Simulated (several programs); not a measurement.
## Many methods on one cell: BAs (zincblende)

Measured values to be reproduced:
- band gap: 1.82 eV (indirect optical gap from absorption edge; 300 K; “Basic Physical Properties of Cubic Boron Arsenide”; room-temperature optical absorption edge, not a zero-temperature fundamental gap; 2019; arxiv:1911.11281)
- bulk modulus: 148 GPa (literature experimental value; “Basic Physical Properties of Cubic Boron Arsenide”; literature value quoted in a summary table; 2019; arxiv:1911.11281)
- volume: 13.62 Å³ an atom (from the lattice constants; cubic a at 300 K; 300 K; “Thermal expansion coefficients of high thermal conducting BAs and BP materials”; 2019; arxiv:1906.04101)

BAs in the zincblende structure, relaxed with r2SCAN in Ansatz, was computed with several methods. The symmetry is F-43m (No. 216, cubic); conventional cell a = 4.784 Å, 13.68 Å³ an atom. B is surrounded by 4 As at 2.07 Å; As is surrounded by 4 B at 2.07 Å. Calculated for a static, non-magnetic cell.

Space group F-43m (No. 216). a = 4.784 Å, b = 4.784 Å, c = 4.784 Å, α = 90.00°, β = 90.00°, γ = 90.00°
```
atom  site  symmetry       x       y       z
   B    4a      -43m  0.0000  0.0000  0.0000
  As    4d      -43m  0.2500  0.2500  0.7500
```

Gaps and times are for a single point on this cell; volume and bulk modulus come from each method's own relaxation or energy curve at fixed shape. Times are rough, from shared hosts (Arm Neoverse N1; Arm Neoverse V1; Intel Xeon 6975P-C), and each method has its own mesh and cell size. PM6 (MOPAC), PM7 (MOPAC), GFN1-xTB (tblite), GFN2-xTB (tblite) treat a cluster of cells at its zone centre, which samples few k points: where these miss a band edge, the gap comes out too large for that reason alone. Gaps from k meshes are read at a limited set of points (mesh, symmetry points, PBE's band edges), so each method's own least gap may be somewhat smaller. xTB and the PM methods were fitted mostly to molecules, and can miss a solid's gap by electronvolts. Minimal bases can be far off for gaps. Times of the plane-wave ladder aren't listed, since it ran on unlike processors and cards. GLLB-SC's gap includes the derivative discontinuity. G0W0 is at finite bands, cutoff and mesh. d marks a direct gap, i an indirect one (no mark: not told apart), a dash a value that wasn't computed or didn't pass its checks.

```csv
method,kind,gap (eV),own volume (Å³/atom),bulk modulus (GPa),atoms computed,processor time
PBEsol,semilocal,–,13.55,–,2,–
light PBE (260 eV and a coarse mesh),light plane-wave,1.19 i,–,–,2,0.44 s
PBE,semilocal,1.19 i,13.90,131,2,–
PBE/single zeta (GPAW),small basis,2.40 i,–,–,2,2.3 s
LDA,semilocal,1.13 i,13.25,–,2,–
r2SCAN,semilocal,1.37 i,13.68,141,2,–
GFN1-xTB (tblite),tight binding,1.34,13.26,156,cluster,2.5 s
GLLB-SC (GPAW),model potential,1.73,–,–,2,3 s
GFN2-xTB (tblite),tight binding,1.03,14.71,109,cluster,5.1 s
PBE/SZV (CP2K),small basis,3.59 i,14.57,124,2,5.9 s
PM7 (MOPAC),semi-empirical,6.83,–,–,cluster,7.8 s
PM6 (MOPAC),semi-empirical,3.34,–,–,cluster,8.9 s
PBE+SOC,semilocal,1.12 i,–,–,2,–
PBE/DZVP (CP2K),small basis,1.23 i,14.02,128,2,11 s
G0W0@LDA (140 eV screening cutoff),many-body,1.74,–,–,2,–
HSE06,hybrid,1.83 i,13.58,–,2,–
G0W0@PBE (260 eV screening cutoff),many-body,1.87,–,–,2,–
G0W0@HSE06 (180 eV screening cutoff),many-body,2.10,–,–,2,–
G0W0@PBE0 (180 eV screening cutoff),many-body,2.24,–,–,2,–
DDH-PBE0,hybrid,1.72 i,–,–,2,–
r2SCANh,hybrid,1.86 i,–,–,2,–
r2SCAN0,hybrid,2.60 i,–,–,2,–
G0W0@r2SCAN (180 eV screening cutoff),many-body,1.96,–,–,2,–
PBE0,hybrid,2.51 i,–,–,2,–
HSE06+SOC,hybrid,1.76 i,–,–,2,–
```

Against HSE06 (1.83 eV) and with closed or daggered gaps left aside, the nearest gap at the points sampled is that of r2SCANh (+0.03 eV) and the farthest that of PM7 (MOPAC) (+5.00 eV). HSE06 is only a yardstick of convenience, and nearness to it can be luck.

Volumes against r2SCAN's: PBEsol -1.0 %, PBE +1.6 %, LDA -3.2 %, GFN1-xTB (tblite) -3.1 %, GFN2-xTB (tblite) +7.5 %, PBE/SZV (CP2K) +6.5 %, PBE/DZVP (CP2K) +2.5 %, HSE06 -0.7 %.

Comparison with experiment:
- Band gap, measured 1.82 eV: light PBE (260 eV and a coarse mesh) -0.63 eV, PBE -0.63 eV, PBE/single zeta (GPAW) +0.58 eV, LDA -0.69 eV, r2SCAN -0.45 eV, GFN1-xTB (tblite) -0.48 eV, GLLB-SC (GPAW) -0.09 eV, GFN2-xTB (tblite) -0.79 eV, PBE/SZV (CP2K) +1.77 eV, PM7 (MOPAC) +5.01 eV, PM6 (MOPAC) +1.52 eV, PBE+SOC -0.70 eV, PBE/DZVP (CP2K) -0.59 eV, G0W0@LDA (140 eV screening cutoff) -0.08 eV, HSE06 +0.01 eV, G0W0@PBE (260 eV screening cutoff) +0.05 eV, G0W0@HSE06 (180 eV screening cutoff) +0.28 eV, G0W0@PBE0 (180 eV screening cutoff) +0.42 eV, DDH-PBE0 -0.10 eV, r2SCANh +0.04 eV, r2SCAN0 +0.78 eV, G0W0@r2SCAN (180 eV screening cutoff) +0.14 eV, PBE0 +0.69 eV, HSE06+SOC -0.06 eV.
- Bulk modulus, measured 148 GPa: PBE -11.2 %, r2SCAN -4.8 %, GFN1-xTB (tblite) +5.2 %, GFN2-xTB (tblite) -26.6 %, PBE/SZV (CP2K) -16.2 %, PBE/DZVP (CP2K) -13.5 %.
- Volume, measured 13.62 Å³ an atom: PBEsol -0.6 %, PBE +2.1 %, LDA -2.7 %, r2SCAN +0.4 %, GFN1-xTB (tblite) -2.7 %, GFN2-xTB (tblite) +8.0 %, PBE/SZV (CP2K) +7.0 %, PBE/DZVP (CP2K) +3.0 %, HSE06 -0.3 %.
The calculations are for a static lattice; samples hold vibrations, temperature and, in optical gaps, excitons. A measured value is shown where most reports agree with it, and only for the quantities listed.

Only the rows marked +SOC include spin-orbit coupling.
